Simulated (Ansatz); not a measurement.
**Te under compression and expansion**

```
Te
1.0
     4.23410   -2.37120    0.00000
     4.23410    2.37120    0.00000
    -0.13045    0.00000    3.95735
Te
3
Direct
  0.67600 0.67600 0.67500
  0.32400 0.32400 0.32500
  0.00000 0.00000 0.00000
```

The cell is COD entry 1533530, as deposited and not checked against the literature; nothing was relaxed.

No spin–orbit coupling, which matters for the heavy atoms here.

Levels of theory: DFT, LDA, all-electron LAPW, scalar-relativistic (Ansatz 0.2.0); DFT, LDA, PAW with Ansatz's default frozen-core files, scalar-relativistic (Ansatz 0.2.0).

For LAPW: a Γ-centred 8×8×8 k mesh, Fermi–Dirac smearing of 0.05 eV, basis error target 1 meV/atom, no spin polarisation. PAW takes a cutoff of 420 eV at this cell (files made with PBE, cores remade for this functional). The Ansatz runs share mesh, smearing and spin set-up. Plane-wave (PAW) pressures include the program's estimate of the Pulay term.

The cell above is scaled evenly, with fractional coordinates and shape held.

```
V/V(cell)  V (Å³/atom)  P, LAPW (GPa)  P, PAW (GPa)  free energy over the lowest listed, PAW (meV/atom)
   0.9400       24.898          10.78         10.74                                                98.9
   0.9600       25.428           8.55          8.52                                                67.1
   0.9800       25.958           6.55          6.51                                                42.3
   0.9900       26.223           5.62          5.59                                                32.3
   1.0000       26.488           4.75          4.71                                                23.8
   1.0100       26.752           3.91          3.88                                                16.7
   1.0200       27.017           3.12          3.09                                                10.9
   1.0400       27.547           1.66          1.63                                                 3.2
   1.0600       28.077           0.35          0.32                                                 0.0
```
